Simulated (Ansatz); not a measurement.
# SVWN5/6-31G(d) (spherical functions) run of C5H6 (cyclopentadiene)

What is the vertical singlet–triplet gap of C5H6 (cyclopentadiene) at SVWN5/6-31G* (spherical functions)? 

The results are computed with Ansatz 0.2.0.

35 further runs of the same task are left out: 35 set aside as unsound or not needed.

**1. Starting point**

The species is C5H6 (11 atoms), meant as a singlet with charge 0. As SMILES, `C1=CCC=C1`. Geometry: relaxed at PBE0-D4/def2-TZVP.

Bond lengths: C1–C2 1.342 Å, C2–C3 1.493 Å, C3–C4 1.493 Å, C1–C5 1.460 Å, C4–C5 1.342 Å, C1–H6 1.082 Å, C2–H7 1.081 Å, C3–H8 1.098 Å, C3–H9 1.098 Å, C4–H10 1.081 Å, C5–H11 1.082 Å. Some angles: C1–C2–C3 109.1°, C2–C1–C5 109.2°, C2–C3–C4 103.4°, C3–C4–C5 109.1°, C1–C5–C4 109.2°, C1–C2–H7 126.8°, C3–C2–H7 124.1°, C2–C1–H6 126.1°, C5–C1–H6 124.7°, C2–C3–H8 112.0°.

**2. The energy at SVWN5/6-31G(d) (spherical functions)**

Input file input.yaml:

```yaml
crystal:
  periodic: [false, false, false]
  atoms:
    - symbol: C
      position_ang: [-1.190900, 0.435600, -0.253200]
    - symbol: C
      position_ang: [-0.728000, 0.015400, 0.934400]
    - symbol: C
      position_ang: [0.696000, -0.404800, 0.781800]
    - symbol: C
      position_ang: [0.975900, -0.162000, -0.664000]
    - symbol: C
      position_ang: [-0.129400, 0.325400, -1.248800]
    - symbol: H
      position_ang: [-2.189500, 0.800700, -0.455900]
    - symbol: H
      position_ang: [-1.275300, -0.023600, 1.866100]
    - symbol: H
      position_ang: [0.845500, -1.456900, 1.058000]
    - symbol: H
      position_ang: [1.366100, 0.173100, 1.432000]
    - symbol: H
      position_ang: [1.927600, -0.357200, -1.138600]
    - symbol: H
      position_ang: [-0.232600, 0.597500, -2.291400]
basis:
  gaussian:
    orbitals: 6-31G_st_-spherical.json
total_charge: 0
hamiltonian:
  xc: {name: SVWN5}
accuracy: high
output:
  orbitals: {seedname: orbitals}
```

The basis set 6-31G* is read from a file made from the Basis Set Exchange's data (not shown).

The run is started by

```sh
ansatz run input.yaml --threads 1 --pin off --max-ram 3480MiB --events-out events.jsonl --progress --plain --runs-dir runs
```

The program printed:

```text
Warning: RAYON_NUM_THREADS=1 ignored (pool sized by the plan → 1); use --threads N
Functional definition: SVWN5
  name "SVWN5"
  exchange = slater_x
  correlation = vwn5_c
2078 factors; integrals over basis functions are off by at most 3.1e-9 eV
mean field evaluation 1: about -5222.2214 eV, gradient 6.0e1 eV
mean field evaluation 2: about -5210.8856 eV, gradient 9.1e1 eV
mean field evaluation 4: about -5231.9822 eV, gradient 5.9e0 eV
mean field evaluation 8: about -5232.0684 eV, gradient 2.4e-1 eV
mean field evaluation 16: about -5232.0685 eV, gradient 5.3e-6 eV
mean field -5232.06850310 eV, -192.2749710656 hartree, gradient 4.2e-8 eV, S^2 0.000000; 0 other end points of the search recorded, 0 dependent functions left out
reference -5232.06850546 eV, -192.2749711521 hartree; 18, 18 occupied and 64, 64 virtual orbitals, 2078 factors
Total energy: -5232.06850546 eV, -192.2749711521 hartree
```

Wall time 2.4 s (1 thread of Intel Xeon 6975P-C (Granite Rapids), shared host); peak memory 0.24 GiB.

**3. The triplet at the same level**

Input file run.yaml:

```yaml
crystal:
  periodic: [false, false, false]
  atoms:
    - symbol: C
      position_ang: [-1.190900, 0.435600, -0.253200]
    - symbol: C
      position_ang: [-0.728000, 0.015400, 0.934400]
    - symbol: C
      position_ang: [0.696000, -0.404800, 0.781800]
    - symbol: C
      position_ang: [0.975900, -0.162000, -0.664000]
    - symbol: C
      position_ang: [-0.129400, 0.325400, -1.248800]
    - symbol: H
      position_ang: [-2.189500, 0.800700, -0.455900]
    - symbol: H
      position_ang: [-1.275300, -0.023600, 1.866100]
    - symbol: H
      position_ang: [0.845500, -1.456900, 1.058000]
    - symbol: H
      position_ang: [1.366100, 0.173100, 1.432000]
    - symbol: H
      position_ang: [1.927600, -0.357200, -1.138600]
    - symbol: H
      position_ang: [-0.232600, 0.597500, -2.291400]
basis:
  gaussian:
    orbitals: 6-31G_st_-spherical.json
output: {orbitals: {seedname: orbitals}}
magnetization:
  spin_polarized: true
  initial_magnetization: 2
accuracy: high
hamiltonian:
  xc: {name: SVWN5}
```

The basis set 6-31G* is read from a file made from the Basis Set Exchange's data (not shown).

The run is started by

```sh
ansatz run run.yaml --threads 1 --pin off --max-ram 3480MiB --events-out events.jsonl --progress --plain --runs-dir runs
```

The program printed:

```text
Warning: RAYON_NUM_THREADS=1 ignored (pool sized by the plan → 1); use --threads N
Functional definition: SVWN5
  name "SVWN5"
  exchange = slater_x
  correlation = vwn5_c
2078 factors; integrals over basis functions are off by at most 3.1e-9 eV
mean field evaluation 1: about -5219.2429 eV, gradient 4.2e1 eV
mean field evaluation 2: about -5208.9805 eV, gradient 6.2e1 eV
mean field evaluation 4: about -5228.6174 eV, gradient 9.3e-1 eV
mean field evaluation 8: about -5228.6162 eV, gradient 1.3e-1 eV
mean field evaluation 16: about -5228.6163 eV, gradient 4.6e-6 eV
mean field -5228.61631512 eV, -192.1481054973 hartree, gradient 1.7e-8 eV, S^2 2.002883; 0 other end points of the search recorded, 0 dependent functions left out
reference -5228.61631753 eV, -192.1481055858 hartree; 19, 17 occupied and 63, 65 virtual orbitals, 2078 factors
Total energy: -5228.61631753 eV, -192.1481055858 hartree
```

Wall time 2.9 s (1 thread of Intel Xeon 6975P-C (Granite Rapids), shared host); peak memory 0.27 GiB.

**4. Outcome**

At SVWN5/6-31G* (spherical functions):

| quantity | value |
| --- | --- |
| singlet: total energy | -192.27497 Eh |
| singlet: HOMO energy | -5.10 eV |
| singlet: LUMO energy | -1.15 eV |
| singlet: HOMO–LUMO gap | 3.95 eV |
| triplet: total energy | -192.14811 Eh |
| triplet: HOMO energy (highest over α and β) | -1.79 eV |
| triplet: ⟨S²⟩ | 2.003 |
| vertical energy of the triplet above the singlet | 3.452 eV |

At this shape the triplet lies 3.45 eV (333 kJ/mol) above the singlet.
